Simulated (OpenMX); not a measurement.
CdS, 2 atoms in the cell. The typed cell holds 2 atoms: a = 3.894 Å, b = 3.894 Å, c = 3.894 Å, α = 60.00°, β = 60.00°, γ = 60.00°. The cell comes from a database or a generator and needn't be the stable form of this composition. The cell isn't the ideal one: atoms moved at random, drawn with an rms of 0.05 Å.

```yaml
Program: OpenMX 3.8.5
Task: single point
Functional: PBE
Potentials_or_basis: OpenMX 2013 PBE set, Cd7.0-s3p2d2, S7.0-s2p2d1f1, grid cutoff 100 Ry
k_mesh: 9 × 9 × 9
Occupations: fermi-dirac, width 0.05 eV
Spin: no spin polarisation
Mixing_scheme: rmm-diisk
SCF_threshold: 1e-08 Ha
Solver: band
Max_SCF_cycles: 100
```

Potentials or basis: OpenMX 2013 PBE set, Cd7.0-s3p2d2, S7.0-s2p2d1f1, grid cutoff 100 Ry.

The run is started by

```console
$ openmx CdS.dat -nt 1 > CdS.std
```

Hardware: 1 thread of Arm Neoverse V1, on a shared host.

Question: How long does it take, and how much memory?

Answer: Wall time 56 s on 1 thread of Arm Neoverse V1, with other jobs on the host, peak memory 0.28 GiB. Counts: k points 365, basis 39, scf iterations 16.
